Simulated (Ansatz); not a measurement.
# A series in volume scale on Li2S

Results calculated with Ansatz 0.2.0, not measured. Periodic Kohn-Sham DFT of a crystal at fixed atoms, scaled to volume_scale times the given cell; pressure positive in compression, energy less spherical unpolarised free atoms, largest_vzz the field gradient of largest size among the nuclei.

The cell before it is scaled or strained (space group Fm-3m, No. 225):
```
Li2S
1.0
      0.0000     2.8540     2.8540
      2.8540     0.0000     2.8540
      2.8540     2.8540     0.0000
Li S
2 1
Direct
  0.25000 0.25000 0.25000
  0.75000 0.75000 0.75000
  0.00000 0.00000 0.00000
```

Settings of every row: method all-electron LAPW; functional LDA; relativity scalar; k mesh 7x7x7; filling fermi-dirac; smearing width 0.02 eV; basis error target 1 meV/atom; nucleus gaussian.

Atom start moment: 0 on all atoms.

```
row  volume scale  V (Å³/atom)  pressure (GPa)  energy less free atoms (eV/atom)
  1          0.94       14.568          -0.564                           -4.3305
  2          0.98       15.188               ?                                 ?
  3             1       15.498          -2.965                           -4.3199
  4          1.01       15.653          -3.297                           -4.3169
  5          1.04       16.118          -4.195                           -4.3059
```

Question: what pressure and energy less free atoms should row 2 give?

Worked fit of pressure. Take u = (V_r/V)^(2/3) − 1 with V_r = 15.575 Å³ an atom, which is twice the finite (Eulerian) strain; such expansions in the strain, on which the Birch-Murnaghan equation of state is built, carry the rest volume and the bulk modulus. The shown rows have u = 0.04557, 0.00331, -0.00332, -0.02259. Least squares give pressure = −3.1323 + 50.13 × u + 136.67 × u² GPa; a straight line predicts inner rows, each left out in turn, worse (root mean square 0.091 against 0.00037 GPa). All shown rows lie on it to the printed digit. The withheld row has u = 0.01692, so the fit gives −3.1323 + 50.13 × (0.01692) + 136.67 × (0.01692)² = -2.245 GPa.

The calculation gave -2.247 GPa. The fit lies 0.002 GPa (0.055 % of the column's range) above it; its largest miss of a shown row is 0.000 GPa.

Worked fit of energy less free atoms. Take u = (V_r/V)^(2/3) − 1 with V_r = 15.575 Å³ an atom, which is twice the finite (Eulerian) strain; such expansions in the strain, on which the Birch-Murnaghan equation of state is built, carry the rest volume and the bulk modulus. The shown rows have u = 0.04557, 0.00331, -0.00332, -0.02259. Least squares give energy less free atoms = −4.31845 − 0.4589 × u + 4.266 × u² eV/atom; a straight line predicts inner rows, each left out in turn, worse (root mean square 0.0028 against 4.4e-05 eV/atom). All shown rows lie on it to the printed digit. The withheld row has u = 0.01692, so the fit gives −4.31845 − 0.4589 × (0.01692) + 4.266 × (0.01692)² = -4.3250 eV/atom.

The calculation gave -4.325 eV/atom. The fit meets it to the printed digit.
